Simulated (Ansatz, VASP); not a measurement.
# One calculation of InP, two programs

File INCAR:

```
  PREC = Accurate
  ENCUT = 520
  EDIFF = 1E-6
  ISMEAR = -1
  SIGMA = 0.02
  LREAL = F
  LASPH = T
  NELM = 80
  ALGO = Normal
  ISIF = 2
  LWAVE = F
  LCHARG = F
  GGA = PE
  NBANDS = 16
```

Contents of KPOINTS:

```
regular mesh
0
Gamma
  8 8 8
```

The input POSCAR:

```
InP
1.0
    0.0000000000      2.9537876370      2.9537876370
    3.0084327083      0.0000000000      2.9537876370
    3.0084327083      2.9537876370      0.0000000000
In P
1 1
Direct
    0.0000000000      0.0000000000      0.0000000000
    0.2500000000      0.2500000000      0.2500000000
```

Input for Ansatz:

```yaml
crystal:
  lattice:
    - [0.0, 2.953787637, 2.953787637]
    - [3.0084327083, 0.0, 2.953787637]
    - [3.0084327083, 2.953787637, 0.0]
  atoms:
    - { symbol: In, position: [0.0, 0.0, 0.0] }
    - { symbol: P, position: [0.25, 0.25, 0.25] }
kpoints:
  mp_grid: { grid: [8, 8, 8] }
  band_path:
    path:
      - [0.0, 0.0, 0.0]
      - [-0.5, -0.5, 0.0]
      - [-0.375, -0.375, 0.25]
      - [-0.375, 0.0, 0.375]
      - [0.0, 0.0, 0.5]
      - [-0.5, -0.25, 0.25]
    npoints: 1
hamiltonian:
  xc: pbe
scf:
  occupations: { method: fermi_dirac, width: 0.02 }
  n_extra_bands: 4
output:
  forces: true
  stress: true
  eigenvalues: true
```

Change from the starting cell: uniaxial_x strain +1.9%.

Alike in both runs: task single point; functional PBE; k mesh 8 × 8 × 8; occupations fermi-dirac, width 0.02 eV; no spin polarisation.

|  | VASP | Ansatz |
| --- | --- | --- |
| version | VASP 6.6.1 | Ansatz 0.2.0 |
| potentials or method | VASP PAW PBE potentials, release 64 (In_d, P) | plane waves, PAW |
| plane-wave cutoff (eV) | 520 | 420 |
| valence electrons in the cell | 18 | 18 |

```tsv
	VASP	Ansatz	Ansatz less VASP
pressure (GPa)	0.4	0.5	+0.05
largest component of the traceless stress (GPa)	0.52	0.52	-0.001
```

The functional is the same, so the differences come from potentials, cutoffs and numerics.

Caveats: spin-orbit coupling is left out, which moves the levels of the heavy elements.
